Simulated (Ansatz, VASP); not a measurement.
**Ga: VASP beside Ansatz**

```
Ga
1.0
     2.60611    0.00000    0.00000
     0.00000    2.60611    0.00000
     0.00000    0.00000    2.60611
Ga
1
Direct
  0.00000 0.00000 0.00000
```

Change from the starting cell: volume scaled by 0.88, LAPW.

Alike in both runs: task single point; functional PBE; k mesh 14 × 14 × 14; occupations fermi-dirac, width 0.05 eV; no spin polarisation.

|  | VASP | Ansatz |
| --- | --- | --- |
| version | VASP 6.6.1 | Ansatz 0.2.0 |
| potentials or method | VASP PAW PBE potentials, release 64 (Ga_d), cutoff 520 eV | all-electron LAPW, scalar-relativistic |

|  | VASP | Ansatz | Ansatz less VASP |
| --- | --- | --- | --- |
| pressure (GPa) | 8.1 | 8.0 | -0.09 |

Ansatz ran all-electron here, so the differences hold the error of VASP's frozen core and of both bases.
